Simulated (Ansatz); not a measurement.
Computed with DFT PBE, scalar-relativistic, plane waves, PAW (Ansatz 0.2.0). Cutoff 420 eV, Γ-centred meshes of about 0.25 Å⁻¹ or finer for metals and 0.3 Å⁻¹ for insulators (2π included), Gaussian smearing. No spin polarisation.

All energies are static (0 K, no zero-point motion).

Two forms of Hf4O3 were relaxed alike.

A.

```
CELL_PARAMETERS angstrom
5.27209 0.00000 0.00000
0.00000 3.21143 0.00000
-0.01580 0.00000 5.66678
ATOMIC_POSITIONS crystal
Hf 0.27086 0.00000 0.65636
Hf 0.72914 0.00000 0.34364
Hf 0.25516 0.50000 0.15562
Hf 0.74484 0.50000 0.84438
O 0.50000 0.00000 0.00000
O 0.00000 0.00000 0.00000
O 0.00000 0.50000 0.50000
```

B.

```
CELL_PARAMETERS angstrom
4.80169 0.00000 0.00000
0.00000 4.80169 0.00000
0.00000 0.00000 5.05522
ATOMIC_POSITIONS crystal
Hf 0.25063 0.25063 0.25170
Hf 0.74937 0.74937 0.25170
Hf 0.74937 0.25063 0.74830
Hf 0.25063 0.74937 0.74830
O 0.00000 0.00000 0.00000
O 0.00000 0.00000 0.50000
O 0.50000 0.50000 0.00000
```

Task: Which form is favoured at zero pressure, and by what margin per atom?

Result: B is lower, by 51 meV/atom. A has space group P2/m (No. 10), 13.7 Å³/atom and no gap on its mesh; B has space group P-42m (No. 111), 16.7 Å³/atom and no gap. Counting O atoms around Hf (those within 1.25 times the shortest such distance or 1.15 times the sum of covalent radii; a slash parts the counts of unlike sites), A has Hf 4/5 and B has Hf 3. The lower one is the more open, so pressure narrows the difference. Both come from trial cells of a structure search.

Spin–orbit coupling, which can matter for Hf, is left out. B has imaginary phonons (to 83i cm⁻¹), so it is a saddle point at this level. A kick in its own cell came back all the same. Other cells relaxed within their symmetry can be saddle points.
